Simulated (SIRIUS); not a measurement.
A run of SIRIUS 7.12.0:

Contents of sirius.json:

```json
{
  "control": {
    "processing_unit": "cpu",
    "verbosity": 2,
    "num_bands_to_print": 17,
    "print_forces": true,
    "print_stress": true
  },
  "parameters": {
    "electronic_structure_method": "pseudopotential",
    "xc_functionals": ["XC_GGA_X_PW91", "XC_GGA_C_PW91"],
    "gk_cutoff": 9.6,
    "pw_cutoff": 19.2,
    "ngridk": [13, 13, 13],
    "shiftk": [0, 0, 0],
    "smearing": "fermi_dirac",
    "smearing_width": 0.0018374661,
    "num_bands": 17,
    "num_mag_dims": 0,
    "num_dft_iter": 100,
    "energy_tol": 1e-08,
    "density_tol": 1e-06
  },
  "iterative_solver": {
    "type": "davidson",
    "min_tolerance": 1e-10
  },
  "mixer": {
    "type": "anderson",
    "beta": 0.7,
    "max_history": 8
  },
  "settings": {
    "tol_ne": 1e-10,
    "pseudo_grid_cutoff": 6.5
  },
  "unit_cell": {
    "lattice_vectors": [
      [0.0, 3.415679970261, 3.415679970261],
      [3.415679970261, 0.0, 3.415679970261],
      [3.415679970261, 3.415679970261, 0.0]
    ],
    "atom_coordinate_units": "lattice",
    "atom_types": ["Cu"],
    "atom_files": {
      "Cu": "Cu.json"
    },
    "atoms": {
      "Cu": [
        [0.0, 0.0, 0.0]
      ]
    }
  }
}
```

Potentials or basis: PseudoDojo 0.4.1 PBE standard (scalar relativistic).

Run with:

```sh
$ upf_to_json Cu.upf
$ OMP_NUM_THREADS=1 sirius.scf --input=sirius.json --output=out.json --task=0
```

Hardware: 1 thread of Intel(R) Xeon(R) Platinum 8259CL CPU @ 2.50GHz (Skylake/Cascade Lake), with other jobs on the host.

**Question.** How long does it take, and how much memory?

**Answer.** It took 21 s on 1 thread of Intel(R) Xeon(R) Platinum 8259CL CPU @ 2.50GHz (Skylake/Cascade Lake) (shared host), peak memory 0.21 GiB. Counts: scf iterations 13, k points 84, plane waves 1243, bands 17.
